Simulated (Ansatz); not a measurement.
# Quasi-harmonic thermodynamics of BaS (Fm-3m), part 2 of 2

Wanted: α(T), C_P(T) and B(T) of BaS in the quasi-harmonic approximation.

Ansatz 0.2.0; DFT PBE+D3(BJ), scalar-relativistic, plane waves, PAW.

So far. Step 2 (A first coarse run): The start is under -0.58 GPa at this level and looks like an insulator or semiconductor on this mesh. Step 4 (Relaxing to small residual forces and stress): The residual pressure is -0.0042 GPa, small enough for phonons.

In doubt: the dispersion correction can have small steps in the geometry for these elements, which bears on fits and elastic values.

## 5. A faulty attempt

This input was changed on purpose, to see how the program answers.

The cell differs from the one that the last finished run ended in (a 4.497 → 4.947 Å, b 4.497 → 4.947 Å, c 4.497 → 4.947 Å).

File input.yaml:

```yaml
crystal:
  lattice:
    - [0.0, 3.4977192401, 3.4977192401]
    - [3.4977192401, 0.0, 3.4977192401]
    - [3.4977192401, 3.4977192401, 0.0]
  atoms:
    - { symbol: Ba, position: [0.0, 0.0, 0.0] }
    - { symbol: S, position: [0.5, 0.5, 0.5] }
kpoints:
  mp_grid: { grid: [8, 8, 8] }
hamiltonian:
  xc: pbe
  dispersion: d3bj
scf:
  occupations: { method: fixed }
  max_iter: 60
output:
  eigenvalues: true
phonons:
  method: dfpt
  qmesh: [2, 2, 2]
  thermal_expansion: {}
```

Command:

```
ansatz run input.yaml --threads 4 --pin off --max-ram 8192MiB --backend cpu --events-out ev --progress --plain --runs-dir out
```

Numbers of over 12 decimals in the logs are rounded to 6 here.

What it wrote:

```text
[...]
Crystal: 2 atoms, lattice volume = 85.582 Å³
Basis set: ecut = 487.2 eV, 2085 PW (Γ), exchange–correlation on 72×72×72 points (8 copies of the dense FFT grid, shifted against one another)
Bands: 12, of which v1, the nominal top of the filled ones, is band 8 counted from 1 (7 counted from 0)
Symmetry: 48 space group operations
[...]
k-points: 29 of 512
[...]
SCF iter   1: F=—  HF=-6855.833062 eV  |F-HF|=—  |Δ(HF+E_count)|=         —  Δρ=9.06e-4  dr2=1.09e-3  ethr=1.77e-3  ⟨swp⟩=5.7  Hψ=2095  notcnv=0  defer=44
[...]
SCF iter   8: F=-6855.833586 eV  HF=-6855.833586 eV  |F-HF|=2.73e-12  |Δ(HF+E_count)|=  1.64e-11  Δρ=2.58e-8  dr2=4.64e-13  ethr=1.00e-12  ⟨swp⟩=8.8  Hψ=2593  notcnv=0
SCF 1 converged in 8 iterations: F = -6855.833586 eV  dr2 = 4.64e-13
[...]
relax step   1: F+E_penalty+E_count = -6855.83358564 eV  Δ(F+E_penalty+E_count) = +0.000e0 eV  max|allowed force component| = 5.013e-30 eV/Å  Δτ_max = 0.0000 Å  (8 SCF iters, accepted)
SCF converged after 8 iterations
Free energy (F): -6855.833586 eV
[...]
Internal energy: -6855.833586 eV  (E = F + TS)
E sigma→0 (E₀):  -6855.833586 eV
Fermi energy:    3.593358 eV
[...]
--- Stress (GPa, compression-positive) ---
       -6.786559       0.000000      -0.000000
        0.000000      -6.786559       0.000000
       -0.000000       0.000000      -6.786559
  P = ⅓ Tr σ = -6.7866 GPa (-67.866 kbar)
--- Band table (eV; the first three rows and the last of 29) ---
  k-point 0: bands = [... 4 lower, -6.3801, 3.5934, 3.5934, 3.5934, 6.0789, 7.3142, 7.3142, 7.3142]
  k-point 1: bands = [... 4 lower, -6.3171, 3.2893, 3.4797, 3.4797, 6.5269, 7.3289, 7.4736, 7.4736]
  k-point 2: bands = [... 4 lower, -6.1757, 2.7584, 3.2398, 3.2398, 7.2774, 7.6732, 7.9168, 7.9168]
  k-point 28: bands = [... 4 lower, -6.1824, 2.8596, 3.1017, 3.1017, 7.5163, 7.5163, 8.6183, 9.2829]
── thermal expansion: 3 new cells, 3 in all ──
thermal expansion: variable-cell relaxation of cell 1
thermal expansion: relaxation of cell 1
thermal expansion: relaxation of cell 2
thermal expansion: relaxation of cell 3
── thermal expansion: 3 new cells, 6 in all ──
thermal expansion: relaxation of cell 4
thermal expansion: relaxation of cell 5
thermal expansion: relaxation of cell 6
── thermal expansion: 3 new cells, 9 in all ──
thermal expansion: relaxation of cell 7
thermal expansion: relaxation of cell 8
thermal expansion: relaxation of cell 9
── thermal expansion: 3 new cells, 12 in all ──
thermal expansion: relaxation of cell 10
thermal expansion: relaxation of cell 11
thermal expansion: relaxation of cell 12
── thermal expansion: 3 new cells, 15 in all ──
thermal expansion: relaxation of cell 13
thermal expansion: relaxation of cell 14
thermal expansion: relaxation of cell 15
── thermal expansion: 2 new cells, 17 in all ──
thermal expansion: relaxation of cell 16
thermal expansion: lower-state search of cell 16
thermal expansion: phonons of cell 16
thermal expansion: relaxation of cell 17
thermal expansion: phonons of cell 17
── thermal expansion: 6 new cells, 23 in all ──
thermal expansion: relaxation of cell 18
thermal expansion: relaxation of cell 19
thermal expansion: relaxation of cell 20
thermal expansion: relaxation of cell 21
thermal expansion: relaxation of cell 22
thermal expansion: relaxation of cell 23
thermal expansion: phonons of cell 18
thermal expansion: phonons of cell 19
thermal expansion: phonons of cell 20
--- Relaxed structure (1 steps of the walk, 1 accepted, 0 SCFs on fresh bases) ---
  F+E_penalty+E_count = -6855.83358564 eV   max|allowed force component| = 5.013e-30 eV/Å
  atoms:
    - { symbol: Ba, position: [0.0, 0.0, 0.0] }
    - { symbol: S, position: [0.5, 0.5, 0.5] }
--- Thermal expansion: 23 cells in 7 rounds, 0 GPa ---
  no lower state was reached at cell 16
  without vibrations: a 4.49669, b 4.49669, c 4.49669 Å, V 64.2930 Å³, B 44.84 GPa
  at 0 K: a 4.50272, b 4.50272, c 4.50272 Å, V 64.5522 Å³, B 44.19 GPa
  zero-point expansion: a +0.134, b +0.134, c +0.134, V +0.403 %
      T/K        a/Å        b/Å        c/Å       V/Å³ | expansion of a, b, c, V (1e-6/K)   | that of V in the mean from 25 °C | C_P, C_V (J/mol K of the cell) | B_T, B_S (GPa)
     0.00    4.50272    4.50272    4.50272    64.5522 |    0.00    0.00    0.00    0.00 |   30.70 |     0.000     0.000 |    44.19    44.19
    90.00    4.50449    4.50449    4.50449    64.6283 |    9.54    9.54    9.54   28.61 |   38.35 |    35.168    35.042 |    43.74    43.90
   180.00    4.50921    4.50921    4.50921    64.8316 |   12.95   12.95   12.95   38.84 |   41.16 |    45.690    45.236 |    42.82    43.25
   270.00    4.51473    4.51473    4.51473    65.0701 |   14.12   14.12   14.12   42.35 |   42.71 |    48.530    47.736 |    41.83    42.52
   298.15    4.51654    4.51654    4.51654    65.1484 |   14.37   14.37   14.37   43.11 |       - |    49.018    48.115 |    41.51    42.29
   350.00    4.51996    4.51996    4.51996    65.2964 |   14.78   14.78   14.78   44.35 |   43.79 |    49.704    48.597 |    40.92    41.85
   440.00    4.52611    4.52611    4.52611    65.5632 |   15.42   15.42   15.42   46.27 |   44.89 |    50.554    49.071 |    39.87    41.07
   530.00    4.53252    4.53252    4.53252    65.8423 |   16.04   16.04   16.04   48.12 |   45.94 |    51.215    49.328 |    38.79    40.27
   620.00    4.53920    4.53920    4.53920    66.1337 |   16.67   16.67   16.67   50.02 |   46.99 |    51.809    49.481 |    37.68    39.46
   710.00    4.54615    4.54615    4.54615    66.4381 |   17.35   17.35   17.35   52.04 |   48.06 |    52.392    49.580 |    36.55    38.62
   800.00    4.55340    4.55340    4.55340    66.7565 |   18.08   18.08   18.08   54.23 |   49.18 |    52.994    49.647 |    35.39    37.77
   890.00    4.56098    4.56098    4.56098    67.0902 |   18.88   18.88   18.88   56.63 |   50.36 |    53.637    49.695 |    34.19    36.90
   980.00    4.56891    4.56891    4.56891    67.4409 |   19.76   19.76   19.76   59.27 |   51.61 |    54.338    49.730 |    32.96    36.01
  1000.00    4.57073    4.57073    4.57073    67.5213 |   19.97   19.97   19.97   59.90 |   51.89 |    54.504    49.736 |    32.68    35.81
  the static fit leaves 0.000 meV an atom of the energies and, of the stresses, 0.000 GPa of each cell's largest along a strain (root mean squares over the cells), whose Pulay part it has at -0.002 GPa
  vibrations' free energy: its fit leaves 0.0003 meV an atom at the most
  the electrons' free energy at temperature is not in it: every band gap is over 1.03 eV
  free energies summed between the sampled wave vectors
  estimated error of the fitted expansion in any direction: up to 0.050e-6/K, at 1000 K (an estimate, not a bound: it was exceeded on models of known expansion)
  the energies and the vibrations are of d3bj (s6 = 1.0, s8 = 0.7875, a1 = 0.4289, a2_bohr = 4.4407) at the weights and the pressure of the crystal at rest
  by sums over the sampled wave vectors an expansion of the volume parts by up to 2.79e-6/K
  by a static energy of one degree less an expansion of the volume parts by up to 0.11e-6/K
  band gaps on the cells' k-points are 2.137 to 2.298 eV
```

The job ended after 2.3 min (4 threads of Arm Neoverse V2, shared host; peak memory 0.76 GiB).

The run finished. A setting was moved off its sound value on purpose, so it serves as a test and not as the result.

The fault put into the input: a lattice 10 % too large as the start.

## 6. Phonons on strained cells

The study relaxes the crystal at several strains, solves the phonons on some of them and minimises the free energy at each temperature (static energy, vibrations, the electrons in a metal, and PV under a set pressure); the q-mesh sets how far the force constants reach.

input.yaml, the sections that differ from step 5:

```yaml
crystal:
  lattice:
    - [0.0, 3.1797447637, 3.1797447637]
    - [3.1797447637, 0.0, 3.1797447637]
    - [3.1797447637, 3.1797447637, 0.0]
  atoms:
    - { symbol: Ba, position: [0.0, 0.0, 0.0] }
    - { symbol: S, position: [0.5, 0.5, 0.5] }
scf:
  occupations: { method: fixed }
phonons:
  method: dfpt
  qmesh: [4, 4, 4]
  temperatures: { t_max: 800.0, t_step: 50 }
  thermal_expansion: {}
# kpoints, hamiltonian, output: as in step 5
```

What it wrote:

```text
[...]
Crystal: 2 atoms, lattice volume = 64.299 Å³
Basis set: ecut = 487.2 eV, 1471 PW (Γ), exchange–correlation on 72×72×72 points (8 copies of the dense FFT grid, shifted against one another)
Bands: 12, of which v1, the nominal top of the filled ones, is band 8 counted from 1 (7 counted from 0)
Symmetry: 48 space group operations
[...]
k-points: 29 of 512
[...]
SCF iter   1: F=—  HF=-6856.418272 eV  |F-HF|=—  |Δ(HF+E_count)|=         —  Δρ=7.74e-4  dr2=9.16e-4  ethr=1.77e-3  ⟨swp⟩=5.9  Hψ=2108  notcnv=0  defer=44
[...]
SCF iter   8: F=-6856.417848 eV  HF=-6856.417848 eV  |F-HF|=9.09e-13  |Δ(HF+E_count)|=  8.19e-12  Δρ=3.65e-8  dr2=1.80e-12  ethr=1.00e-12  ⟨swp⟩=8.7  Hψ=2634  notcnv=0
SCF 1 converged in 8 iterations: F = -6856.417848 eV  dr2 = 1.80e-12
[...]
relax step   1: F+E_penalty+E_count = -6856.41784768 eV  Δ(F+E_penalty+E_count) = +0.000e0 eV  max|allowed force component| = 3.846e-30 eV/Å  Δτ_max = 0.0000 Å  (8 SCF iters, accepted)
SCF converged after 8 iterations
Free energy (F): -6856.417848 eV
[...]
Internal energy: -6856.417848 eV  (E = F + TS)
E sigma→0 (E₀):  -6856.417848 eV
Fermi energy:    5.915272 eV
[...]
--- Stress (GPa, compression-positive) ---
       -0.004414      -0.000000      -0.000000
        0.000000      -0.004414      -0.000000
       -0.000000       0.000000      -0.004414
  P = ⅓ Tr σ = -0.0044 GPa (-0.044 kbar)
--- Band table (eV; the first three rows and the last of 29) ---
  k-point 0: bands = [... 4 lower, -4.3919, 5.9153, 5.9153, 5.9153, 9.6727, 9.8857, 9.8857, 9.8857]
  k-point 1: bands = [... 4 lower, -4.0357, 5.5238, 5.7181, 5.7181, 9.8633, 10.1092, 10.1092, 10.2642]
  k-point 2: bands = [... 4 lower, -3.5515, 4.8063, 5.3226, 5.3226, 10.0515, 10.7388, 10.7388, 11.4646]
  k-point 28: bands = [... 4 lower, -3.7090, 4.8386, 5.5021, 5.5021, 10.2239, 10.2239, 12.3506, 12.8958]
── thermal expansion: 3 new cells, 3 in all ──
thermal expansion: variable-cell relaxation of cell 1
thermal expansion: relaxation of cell 1
thermal expansion: relaxation of cell 2
thermal expansion: relaxation of cell 3
── thermal expansion: 2 new cells, 5 in all ──
thermal expansion: relaxation of cell 4
thermal expansion: lower-state search of cell 4
thermal expansion: phonons of cell 4
thermal expansion: relaxation of cell 5
thermal expansion: phonons of cell 5
── thermal expansion: 5 new cells, 10 in all ──
thermal expansion: relaxation of cell 6
thermal expansion: relaxation of cell 7
thermal expansion: relaxation of cell 8
thermal expansion: relaxation of cell 9
thermal expansion: relaxation of cell 10
thermal expansion: phonons of cell 6
thermal expansion: phonons of cell 7
--- Relaxed structure (1 steps of the walk, 1 accepted, 0 SCFs on fresh bases) ---
  F+E_penalty+E_count = -6856.41784768 eV   max|allowed force component| = 3.846e-30 eV/Å
  atoms:
    - { symbol: Ba, position: [0.0, 0.0, 0.0] }
    - { symbol: S, position: [0.5, 0.5, 0.5] }
--- Thermal expansion: 10 cells in 3 rounds, 0 GPa ---
  no lower state was reached at cell 4
  without vibrations: a 4.49669, b 4.49669, c 4.49669 Å, V 64.2930 Å³, B 44.84 GPa
  at 0 K: a 4.50268, b 4.50268, c 4.50268 Å, V 64.5504 Å³, B 44.19 GPa
  zero-point expansion: a +0.133, b +0.133, c +0.133, V +0.400 %
[...]
0.00    4.50268    4.50268    4.50268    64.5504 |    0.00    0.00    0.00    0.00 |   29.93 |     0.000     0.000 |    44.19    44.19
   100.00    4.50481    4.50481    4.50481    64.6419 |    9.93    9.93    9.93   29.78 |   37.94 |    37.284    37.133 |    43.64    43.81
   200.00    4.51013    4.51013    4.51013    64.8714 |   12.99   12.99   12.99   38.98 |   40.69 |    46.536    46.031 |    42.58    43.05
   298.15    4.51615    4.51615    4.51615    65.1316 |   14.08   14.08   14.08   42.25 |       - |    48.965    48.099 |    41.48    42.23
   350.00    4.51950    4.51950    4.51950    65.2765 |   14.50   14.50   14.50   43.49 |   42.93 |    49.649    48.585 |    40.89    41.78
   450.00    4.52622    4.52622    4.52622    65.5681 |   15.20   15.20   15.20   45.61 |   44.14 |    50.569    49.101 |    39.71    40.90
   550.00    4.53326    4.53326    4.53326    65.8746 |   15.89   15.89   15.89   47.67 |   45.30 |    51.274    49.365 |    38.51    40.00
   650.00    4.54063    4.54063    4.54063    66.1964 |   16.60   16.60   16.60   49.81 |   46.46 |    51.913    49.517 |    37.28    39.08
   750.00    4.54835    4.54835    4.54835    66.5344 |   17.37   17.37   17.37   52.10 |   47.67 |    52.550    49.612 |    36.01    38.15
   800.00    4.55235    4.55235    4.55235    66.7100 |   17.78   17.78   17.78   53.33 |   48.29 |    52.879    49.647 |    35.37    37.67
[...]
vibrations' free energy: its fit passes through its cells
  the electrons' free energy at temperature is not in it: every band gap is over 0.83 eV
  free energies summed between the sampled wave vectors
[...]
band gaps on the cells' k-points are 2.137 to 2.283 eV
```

It took 8.9 min on 4 threads; peak memory 1.5 GiB.

This step gave:

| Quantity | Value |
| --- | --- |
| pressure | -0.004414 GPa |
| volume expansion coefficient at 298 K | 42.25 1e-6/K |
| C_P at 298 K | 24.48 J/mol-atom/K |
| entropy at 298 K | 40.03 J/mol-atom/K |
| isothermal bulk modulus at 298 K | 41.48 GPa |
| Grüneisen parameter at 298 K | 1.429 |
| volume at 298 K | 32.57 Å³/atom |
| principal linear expansion coefficients at 298 K | 14.08, 14.08, 14.08 1e-6/K |

Strained cells of the study; zero-point energy where phonons were solved; the pressures are stresses at a fixed cutoff and can carry an offset from the finite basis. Expansion cells, by row:

```csv
cell,|a| (Å),|b| (Å),|c| (Å),V (Å³/atom),E - E_lowest (meV/atom),"pressure, compression positive (GPa)",gap (eV),zero-point energy (meV/atom)
1,4.497,4.497,4.497,32.15,0,-0.007,2.186,-
2,4.533,4.533,4.533,32.93,2.541,-1.022,2.222,-
3,4.461,4.461,4.461,31.39,2.6,1.123,2.147,-
4,4.497,4.497,4.497,32.15,0,-0.013,2.186,24.16
5,4.52,4.52,4.52,32.64,1.026,-0.661,2.209,23.62
6,4.545,4.545,4.545,33.19,4.441,-1.332,2.233,23.02
7,4.569,4.569,4.569,33.71,9.814,-1.922,2.254,22.45
8,4.452,4.452,4.452,31.21,4.064,1.42,2.137,-
9,4.475,4.475,4.475,31.68,0.987,0.68,2.162,-
10,4.605,4.605,4.605,34.52,21.59,-2.729,2.283,-
```

Quasi-harmonic; a, b, c are the run's own cell vectors. Expansion, by row:

```csv
T (K),a (Å),b (Å),c (Å),alpha (deg),beta (deg),gamma (deg),cell volume (Å³/cell),alpha_a (1e-6/K),alpha_b (1e-6/K),alpha_c (1e-6/K),alpha_V (1e-6/K),C_P (J/mol-atom/K),C_V (J/mol-atom/K),S (J/mol-atom/K),B_T (GPa),B_S (GPa),Grueneisen,extrapolation,fit error (1e-6/K)
0,4.503,4.503,4.503,60,60,60,64.55,0,0,0,0,0,0,0,44.19,44.19,-,0,0
50,4.503,4.503,4.503,60,60,60,64.57,4.9,4.9,4.9,14.69,10.26,10.25,5.576,44.07,44.11,1.229,0,0
100,4.505,4.505,4.505,60,60,60,64.64,9.93,9.93,9.93,29.78,18.64,18.57,15.71,43.64,43.81,1.362,0,0.01
150,4.507,4.507,4.507,60,60,60,64.75,11.98,11.98,11.98,35.94,21.85,21.68,23.97,43.12,43.45,1.393,0,0.02
200,4.51,4.51,4.51,60,60,60,64.87,12.99,12.99,12.99,38.98,23.27,23.02,30.48,42.58,43.05,1.409,0,0.02
250,4.513,4.513,4.513,60,60,60,65,13.63,13.63,13.63,40.88,24.03,23.68,35.76,42.02,42.63,1.42,0,0.02
298.1,4.516,4.516,4.516,60,60,60,65.13,14.08,14.08,14.08,42.25,24.48,24.05,40.03,41.48,42.23,1.429,0,0.02
300,4.516,4.516,4.516,60,60,60,65.14,14.1,14.1,14.1,42.29,24.5,24.06,40.18,41.46,42.21,1.429,0,0.02
350,4.519,4.519,4.519,60,60,60,65.28,14.5,14.5,14.5,43.49,24.82,24.29,43.98,40.89,41.78,1.439,0,0.01
400,4.523,4.523,4.523,60,60,60,65.42,14.86,14.86,14.86,44.57,25.08,24.45,47.31,40.3,41.34,1.448,0,0.02
450,4.526,4.526,4.526,60,60,60,65.57,15.2,15.2,15.2,45.61,25.29,24.55,50.28,39.71,40.9,1.457,0,0.03
500,4.53,4.53,4.53,60,60,60,65.72,15.55,15.55,15.55,46.64,25.47,24.63,52.95,39.12,40.45,1.466,0,0.04
550,4.533,4.533,4.533,60,60,60,65.87,15.89,15.89,15.89,47.67,25.64,24.68,55.39,38.51,40,1.475,0,0.04
600,4.537,4.537,4.537,60,60,60,66.03,16.24,16.24,16.24,48.72,25.8,24.73,57.63,37.9,39.55,1.485,0,0.05
650,4.541,4.541,4.541,60,60,60,66.2,16.6,16.6,16.6,49.81,25.96,24.76,59.7,37.28,39.08,1.495,0,0.04
700,4.544,4.544,4.544,60,60,60,66.36,16.98,16.98,16.98,50.93,26.11,24.79,61.63,36.65,38.62,1.505,0,0.03
750,4.548,4.548,4.548,60,60,60,66.53,17.37,17.37,17.37,52.1,26.27,24.81,63.44,36.01,38.15,1.515,0,0.02
800,4.552,4.552,4.552,60,60,60,66.71,17.78,17.78,17.78,53.33,26.44,24.82,65.14,35.37,37.67,1.526,0,0.05
```

The expansion coefficient by temperature; values in 1e-6/K:

```csv
temperature (K),volume,principal 1
0,0,0
50,14.7,4.9
100,29.8,9.93
150,35.9,12.0
200,39.0,13.0
250,40.9,13.6
298,42.2,14.1
300,42.3,14.1
350,43.5,14.5
400,44.6,14.9
450,45.6,15.2
500,46.6,15.6
550,47.7,15.9
600,48.7,16.2
650,49.8,16.6
700,50.9,17.0
750,52.1,17.4
800,53.3,17.8
```

At 298 K the volume expansion is 42.2 × 10⁻⁶/K and B_T is 41.5 GPa. The program raised the cutoff to 487.2 eV by itself: with no cutoff typed, the study takes about 1.16 times the default for its relaxations and scales it with the volume for the phonons.

## 7. What came out

| Quantity | Value |
| --- | --- |
| settings of these figures | PBE+D3(BJ), 487.2 eV, k 8×8×8, q 4×4×4 |
| volume expansion coefficient at 298 K | 42.25 1e-6/K |
| C_P at 298 K | 24.48 J/mol-atom/K |
| entropy at 298 K | 40.03 J/mol-atom/K |
| isothermal bulk modulus at 298 K | 41.48 GPa |
| Grüneisen parameter at 298 K | 1.429 |
| volume at 298 K | 32.57 Å³/atom |
| principal linear expansion coefficients at 298 K | 14.08, 14.08, 14.08 1e-6/K |

**Reading.** Near room temperature BaS expands by 42.2 × 10⁻⁶/K in volume by PBE+D3(BJ), with C_P = 24.5 J/(mol K) per mole of atoms and B_T = 41.5 GPa. C_P at room temperature is 98 % of the classical 3R an atom. The dispersion term is taken with its C6 weights frozen at the crystal at rest, in the force constants and, in the expansion study, in the energies too.

[Logs are printed without paths, hosts, clocks, repeated set-up lines and the standing remarks that a program may print on its own settings, such as how far it seeks lower states.]

[Hosts, paths, dates, database ids (printed as entryN), source tags and the programs' standing remarks are cut or masked in the printed files.]

[A step with changed settings may run another functional than the one named; its input shows which.]
